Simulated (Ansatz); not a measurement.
Set up this calculation in Ansatz 0.2.0, as the native input.

```yaml
Task: elastic constants
Functional: PBE
Dispersion: D3(BJ)
Potentials_or_basis: Ansatz PAW
Cutoff: "420 eV (not typed: the program's choice for these potentials)"
k_mesh: 7 × 7 × 7
Occupations: fixed
Spin: no spin polarisation
Atoms_under_strain: clamped
```

The system is SrO.

```
Sr O
1.0
     0.00000    2.56630    2.56630
     2.56630    0.00000    2.56630
     2.56630    2.56630    0.00000
Sr O
1 1
Direct
  0.50000 0.50000 0.50000
  0.00000 0.00000 0.00000
```

One way to write it, as run:

input.yaml

```yaml
crystal:
  lattice:
    - [0.0, 2.5663, 2.5663]
    - [2.5663, 0.0, 2.5663]
    - [2.5663, 2.5663, 0.0]
  atoms:
    - { symbol: Sr, position: [0.5, 0.5, 0.5] }
    - { symbol: O, position: [0.0, 0.0, 0.0] }
hamiltonian:
  xc: pbe
  pseudopotentials: { kind: paw }
  dispersion: d3bj
kpoints:
  mp_grid: { grid: [7, 7, 7] }
scf:
  occupations: { method: fixed }
  mixing: { algorithm: msr1, beta: 0.3, ndim: 2 }
output:
  forces: true
  stress: true
elastic:
  mode: clamped_ion
  stencil: two_point
```

Potentials or basis: Ansatz PAW.

Command:

```console
$ ansatz run input.yaml --threads 1 --pin off --max-ram 2560MiB --backend cpu --events-out ev --progress --plain --runs-dir out
```

It gave:

The pressure is 0.9 GPa and the band gap on the k mesh is 3.41 eV, indirect (least direct gap 3.49 eV).

Caveat: this version of the program is known to err on some quantities of such runs, which are left out of the summary and shouldn't be taken from the log; odd divisions of the mesh miss points on the zone boundary, where band edges often lie, so the gap on the mesh can be too wide; the pressure holds a Pulay correction of +0.4 GPa for the finite cutoff.

It took 7.6 s on 1 thread of Arm Neoverse V1 (shared host), peak memory 0.3 GiB.
